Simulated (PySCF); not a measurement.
Work out the structure from these simulated measurements.

Elements present: C, H and N. Monoisotopic mass: 94.0651 u (electron mass counted); charge +1.

* XPS: C1s 296.0 (×2), C1s 296.1, C1s 297.0 (×2), C1s 297.0, N1s 412.6 eV [ΔSCF SCAN, pcX-2 on the ionised atom, pcseg-1 elsewhere, spin-free X2C]
* 1H NMR: chemical shifts (computed TMS as zero) by class: 8.89 (1 H), 8.54 (2 H), 8.35 (2 H), 4.38 (3 H) ppm [GIAO B97-2/pcSseg-2]
* NMR, other nuclei: isotropic shieldings of nuclei other than C and H, by class: 34 (1 N) ppm [GIAO B97-2/pcSseg-2]
* UV, first state: lowest singlet excitation: 5.49 eV (226 nm, f = 0.070) [TDDFT PBE0/def2-SVPD]
* 13C NMR: chemical shifts (computed TMS as zero) by class: 156.3 (1 C), 151.2 (2 C), 137.1 (2 C), 50.9 (1 C) ppm [GIAO B97-2/pcSseg-2]
* Couplings: largest of the computed one-bond spin–spin couplings (means over like bonds): 13C–1H +200.3 (×2), 13C–1H +188.6 (×2), 13C–1H +185.1, 13C–1H +153.6 (×3), 13C–13C +65.3 (×2), 13C–13C +57.5 (×2), 15N–13C -14.5 (×2), 15N–13C -9.3 Hz [B3LYP/pcJ-1, spin–dipole term left out for some pairs]
* Polarisability: 69.1 au [PBE0/def2-SVPD]
* Rotational structure: rotational constants A, B, C: 5.670, 2.621, 1.814 GHz [PBE0-D3(BJ)/def2-SVP]
* UV, strongest line: among the 10 lowest singlet transitions: S5 at 7.29 eV (170 nm, f = 0.643) [TDDFT PBE0/def2-SVPD]
* Triplet: lowest triplet excitation (Tamm–Dancoff): 4.10 eV [TDA PBE0/def2-SVPD]

The electronic properties come from PySCF, for the isolated species, density fitting. Levels stand in brackets. Isolated species at its PBE0-D3(BJ)/def2-SVP geometry, gas phase. NMR classes are plain means over equivalent atoms (diastereotopic ones count apart unless rotation or inversion swaps them), as if these changed places fast.

Question: Which formula fits the mass and the elements?

Answer: C6H8N (calculated 94.0651). No other formula that holds each of these elements comes within 0.0003 u with a fitting electron parity and a possible valence count.

Question: Propose a structure and show how it fits.

Answer: Numbering: `[CH3:1][n+:2]1[cH:3][cH:4][cH:5][cH:6][cH:7]1`. 6 carbons fall into 4 classes; from least to most shielded: aromatic CH carbon [C5] (156.3 ppm), aromatic CH next to a ring nitrogen [C3/C7] (151.2 ppm, 2 C), aromatic CH carbon [C4/C6] (137.1 ppm, 2 C), N-methyl carbon [C1] (50.9 ppm). Hydrogen classes from least to most shielded: 1 H on an aromatic CH carbon, C5 (8.89 ppm), 2 H on 2 like atoms (aromatic CH next to a ring nitrogen), C3/C7 (8.54 ppm), 2 H on 2 aromatic CH carbons, C4/C6 (8.35 ppm), 3 H on an N-methyl carbon, C1 (4.38 ppm). The other shieldings belong to: 34 ppm, pyridinium-type nitrogen [N2]. The couplings run between: +200.3 Hz, aromatic CH next to a ring nitrogen [C3] and its hydrogen (with 1 like pair); +188.6 Hz, aromatic CH carbon [C4] and its hydrogen (with 1 like pair); +185.1 Hz, aromatic CH carbon [C5] and its hydrogen; +153.6 Hz, N-methyl carbon [C1] and its hydrogen (with 2 like pairs); +65.3 Hz, aromatic CH next to a ring nitrogen [C3] and aromatic CH carbon [C4] (with 1 like pair); +57.5 Hz, aromatic CH carbon [C4] and aromatic CH carbon [C5] (with 1 like pair); -14.5 Hz, pyridinium-type nitrogen [N2] and aromatic CH next to a ring nitrogen [C3] (with 1 like pair); -9.3 Hz, pyridinium-type nitrogen [N2] and N-methyl carbon [C1]. The core levels belong to: C1s 296.0 eV, aromatic CH carbon [C4/C6]; C1s 296.1 eV, aromatic CH carbon [C5]; C1s 297.0 eV, aromatic CH next to a ring nitrogen [C3/C7]; C1s 297.0 eV, N-methyl carbon [C1]; N1s 412.6 eV, pyridinium-type nitrogen [N2]. One atom of each topological class was ionised and stands for its class. The hole state at 296.1 eV has ⟨S²⟩ = 0.85 against 0.75, so that value is less sure. S1 is mainly HOMO→LUMO (weight 0.82); the largest Löwdin shares of the orbital it empties are 0.23 on an aromatic CH next to a ring nitrogen, 0.22 on an aromatic CH next to a ring nitrogen, 0.19 on an aromatic CH carbon and 0.18 on an aromatic CH carbon, of the orbital it fills 0.24 on an aromatic CH carbon, 0.20 on the pyridinium-type nitrogen, 0.15 on an aromatic CH next to a ring nitrogen and 0.14 on an aromatic CH next to a ring nitrogen. By its constants the optimised geometry is an asymmetric top. Structure: `C[n+]1ccccc1` (N-methylpyridinium). Computed isomers that give other values at the same levels: `[NH3+]c1ccccc1` (smallest rotational constant: 1.724 GHz; this holds for the one conformer computed). The assignments are read from this structure; whether some other isomer fits the data as well wasn't checked.
